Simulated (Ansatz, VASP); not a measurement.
Two plane-wave programs on Be

```
Be
1.0
     2.18453    0.00000    0.00000
    -1.09226    1.89186    0.00000
     0.00000    0.00000    3.69092
Be
2
Direct
  0.33333 0.66667 0.25000
  0.66667 0.33333 0.75000
```

Change from the starting cell: strain -0.050 along x and y, +0.025 along z, atoms carried along.

Alike in both runs: task single point; functional PBEsol; k mesh 24 × 24 × 14; occupations gaussian, width 0.15 eV; no spin polarisation.

|  | VASP | Ansatz |
| --- | --- | --- |
| version | VASP 6.6.1 | Ansatz 0.2.0 |
| potentials or method | VASP PAW PBE potentials, release 64 (Be) | scalar-relativistic, plane waves, PAW |
| plane-wave cutoff (eV) | 520 | 420 |
| valence electrons in the cell | 4 | 4 |

VASP gave:

| Quantity | Value |
| --- | --- |
| gap on the k mesh at the Fermi level (eV) | none |
| pressure (GPa) | 4.0 |
| largest component of the traceless stress (GPa) | 16.26 |

What did Ansatz give for the same quantities?

gap on the k mesh at the Fermi level (eV): none; pressure (GPa): 3.6; largest component of the traceless stress (GPa): 16.20.

A gap of «none» marks a metal or a gap that the smearing closes.

Caveats: the PAW data sets were made with another functional, which shifts forces and pressure a little (VASP).
